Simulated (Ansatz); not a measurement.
**CdS: the cell at several levels of theory**

One table from this session's results is given with a row withheld; the runs are named, their logs left out.

Program: Ansatz 0.2.0. PAW datasets, plane waves, zero pressure. The cell comes from a prototype generator: it can be a known phase or a hypothetical one. Spin polarisation is off.

## Starting point

This is the cell as the run starts from it, not yet at rest; its lengths are not the crystal's.

Space group P6_3/mmc (No. 194), hexagonal; a = 4.170 Å, c = 5.213 Å in the conventional setting, 19.63 Å³ an atom. Near Cd stand 5 S at 2.41–2.61 Å; near S stand 5 Cd at 2.41–2.61 Å.

Structure file:

Space group P6_3/mmc (No. 194). a = 4.170 Å, b = 4.170 Å, c = 5.213 Å, α = 90.00°, β = 90.00°, γ = 120.00°
| atom | site | symmetry | x | y | z |
| --- | --- | --- | --- | --- | --- |
| Cd | 2c | -6m2 | 0.3333 | 0.6667 | 0.2500 |
| S | 2d | -6m2 | 0.6667 | 0.3333 | 0.2500 |

The first run:

Contents of input.yaml:

```yaml
crystal:
  lattice:
    - [4.1703125788, 0.0, 0.0]
    - [-2.0851562894, 3.611596635, 0.0]
    - [0.0, 0.0, 5.2126137]
  atoms:
    - { symbol: Cd, position: [0.3333333333, 0.6666666667, 0.25] }
    - { symbol: Cd, position: [0.6666666667, 0.3333333333, 0.75] }
    - { symbol: S, position: [0.6666666667, 0.3333333333, 0.25] }
    - { symbol: S, position: [0.3333333333, 0.6666666667, 0.75] }
kpoints:
  mp_grid: { grid: [6, 6, 4] }
hamiltonian:
  xc: pbe
scf:
  occupations: { method: fermi_dirac, width: 0.02 }
relax:
  f_tol: 0.005
  cell: {}
```

Among the steps run: PBE: cell and atoms; Relaxation with r2SCAN; Relaxing with PBEsol; Relaxation with LDA.

One of the session's tables, all rows but one given; the rest of the session is left out.

| level | a (Å) | c (Å) | volume (Å³/atom) |
| --- | --- | --- | --- |
| PBE | 4.432 | 5.831 | 24.802 |
| r2SCAN | 4.409 | 5.748 | 24.187 |
| PBEsol | ? | ? | ? |
| LDA | 4.326 | 5.605 | 22.713 |

Estimate the missing values for PBEsol.

As computed: a (Å): 4.373; c (Å): 5.674; volume (Å³/atom): 23.495. In the column «a (Å)» it lies between LDA (4.326) and r2SCAN (4.409).

From the start to the first minimum the volume moved by +26.4 %. LDA gives the smallest cell and PBE the largest; they differ by 9.2 % in volume, a mean of 3.0 % in length.
